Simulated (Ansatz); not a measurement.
# AlN: the cost of one run

Computed with Ansatz 0.2.0 (DFT PBEsol, scalar-relativistic, plane waves, PAW, unless a step's input says otherwise).

1 further run of the same task is left out (set aside as unsound or not needed).

### 1 The structure to begin with

It takes space group P6_3mc (No. 186, hexagonal). Conventional cell: a = 3.114 Å, b = 3.114 Å, c = 4.983 Å, α = 90.00°, β = 90.00°, γ = 120.00°. Al (site symmetry 3m) is surrounded by 4 N at 1.89 to 1.90 Å. N (site symmetry 3m) is surrounded by 4 Al at 1.89 to 1.90 Å.

Structure file:

```cif
data_structure
_symmetry_space_group_name_H-M 'P6_3mc'
_symmetry_Int_Tables_number 186
_cell_length_a 3.1137
_cell_length_b 3.1137
_cell_length_c 4.9834
_cell_angle_alpha 90.000
_cell_angle_beta 90.000
_cell_angle_gamma 120.000
_cell_volume 41.84
loop_
_atom_site_label
_atom_site_type_symbol
_atom_site_symmetry_multiplicity
_atom_site_Wyckoff_symbol
_atom_site_fract_x
_atom_site_fract_y
_atom_site_fract_z
_atom_site_occupancy
Al1 Al 2 b 0.33333 0.66667 0.00151 1
N1 N 2 b 0.33333 0.66667 0.38349 1
```

This cell was relaxed beforehand with the same method: volume 10.46 Å³/atom, gap on the mesh 4.10 eV.

### 2 The reference: the undisturbed cell on the scan's mesh

File input.yaml:

```yaml
crystal:
  lattice:
    - [3.1136926464, 0.0, 0.0]
    - [-1.5568463232, 2.6965369313, 0.0]
    - [0.0, 0.0, 4.9834165464]
  atoms:
    - { symbol: Al, position: [0.3333333333, 0.6666666667, 0.0015080761] }
    - { symbol: Al, position: [0.6666666667, 0.3333333333, 0.5015080761] }
    - { symbol: "N", position: [0.3333333333, 0.6666666667, 0.3834919239] }
    - { symbol: "N", position: [0.6666666667, 0.3333333333, 0.8834919239] }
basis:
  ecutwfc: 420
kpoints:
  mp_grid: { grid: [12, 12, 6] }
hamiltonian:
  xc: pbesol
scf:
  occupations: { method: gaussian, width: 0.05 }
output:
  forces: true
  stress: true
  eigenvalues: true
  write_density: true
  write_potential: true
  elf: true
  volumetric_format: npy
```

Started as:

```
ansatz run input.yaml --threads 2 --pin off --max-ram 5120MiB --backend cpu --events-out ev --progress --plain --runs-dir out
```

Q: Estimate wall time and peak memory on 2 threads of Intel Xeon at 2.70GHz, shared host.

About 2.5 s, with a peak of 0.37 GiB.
